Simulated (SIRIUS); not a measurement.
**BAs under changes of volume**

One of the cells (13.899 Å³/atom); the others are scaled copies at fixed shape and fractional positions:

```
As B
1.0
     0.00000    2.40432    2.40432
     2.40432    0.00000    2.40432
     2.40432    2.40432    0.00000
As B
1 1
Direct
  0.75000 0.75000 0.75000
  0.00000 0.00000 0.00000
```

```yaml
Program: SIRIUS 7.10.0
Functional: PBEsol
Potentials_or_basis: PseudoDojo 0.4.1 PBEsol standard (scalar relativistic)
Cutoff: 1152 eV
Density_cutoff: 4606 eV
k_mesh: 10 × 10 × 10
Occupations: fermi-dirac, width 0.05 eV
Spin: no spin polarisation
```

```tsv
volume (Å³/atom)	energy over the lowest point (meV/atom)	pressure (GPa)	gap on the mesh (eV)
12.809	18.54	8.9	1.03
13.081	6.40	5.4	1.05
13.354	0.00	2.2	1.08
13.899	2.24	-3.3	1.11
14.171	9.92	-5.7	1.13
14.444	?	?	?
```

Problem. What does the run at 14.444 Å³/atom give?

Solution. Energy over the lowest point 21.41 meV/atom; pressure -7.8 GPa; gap on the mesh 1.15 eV.

Worked out: A Birch-Murnaghan fit of order 3 (a polynomial in V^(-2/3)) to the other rows has its minimum at 13.56 Å³/atom with B0 = V·E''(V) = 140 GPa and B' = 4.1. It gives 21.44 meV/atom at 14.444 Å³/atom, against the run's 21.41, and -dE/dV = -7.8 GPa, against -7.8. A straight line through the other rows of the gap, of slope 0.98 eV per unit of ln V, extrapolates to 1.15 eV, against the run's 1.15.

Energies are extrapolated to zero smearing.

A mesh can miss the band edges. Spin-orbit coupling on As is left out.
